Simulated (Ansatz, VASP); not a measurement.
**Two plane-wave programs on CaB2**

The input INCAR:

```
SYSTEM = CaB2
PREC = Accurate ; ENCUT = 520
EDIFF = 1E-7 ; ISMEAR = 1
SIGMA = 0.05 ; LREAL = .FALSE.
LASPH = .TRUE. ; NELM = 80
ALGO = Normal ; ISIF = 2
LWAVE = .FALSE. ; LCHARG = .FALSE.
GGA = PE ; NBANDS = 15
```

Contents of KPOINTS:

```
regular mesh
0
G
  12 12 9
  0 0 0
```

File POSCAR:

```
CaB2
1.0
    3.2748267342      0.0000000000      0.0000000000
   -1.6374133671      2.8360831488      0.0000000000
    0.0000000000      0.0000000000      3.9480618312
Ca B
1 2
Direct
    0.0000000000      0.0000000000      0.0000000000
    0.3333333333      0.6666666667      0.5000000000
    0.6666666667      0.3333333333      0.5000000000
```

Input for Ansatz:

```yaml
crystal:
  lattice:
    - [3.2748267342, 0.0, 0.0]
    - [-1.6374133671, 2.8360831488499993, 0.0]
    - [0.0, 0.0, 3.9480618311533897]
  atoms:
    - { symbol: Ca, position: [0.0, 0.0, 0.0] }
    - { symbol: B, position: [0.3333333333333333, 0.6666666666666666, 0.5] }
    - { symbol: B, position: [0.6666666666666666, 0.3333333333333333, 0.5] }
basis:
  ecutwfc: 510.0
kpoints:
  mp_grid:
    grid: [12, 12, 9]
hamiltonian:
  xc: pbe
scf:
  max_iter: 70
  convergence:
    dr2_threshold: 1.0e-09
  occupations:
    method: cold
    width: 0.05
output:
  stress: true
```

The cell comes from a database or a generator and needn't be the stable form of this composition.

Alike in both runs: task single point; functional PBE; k mesh 12 × 12 × 9; no spin polarisation.

```csv
,VASP,Ansatz
version,VASP 6.6.1,Ansatz 0.2.0
potentials or method,"VASP PAW PBE potentials, release 64 (Ca_sv, B)","plane waves, PAW"
plane-wave cutoff (eV),520,510
occupations,"methfessel-paxton of order 1, width 0.05 eV","cold, width 0.05 eV"
valence electrons in the cell,16,16
```

```tsv
	VASP	Ansatz	Ansatz less VASP
pressure (GPa)	-0.4	-0.7	-0.31
largest component of the traceless stress (GPa)	7.31	7.16	-0.145
```

Ansatz warned: «stress_scf_threshold_loose».
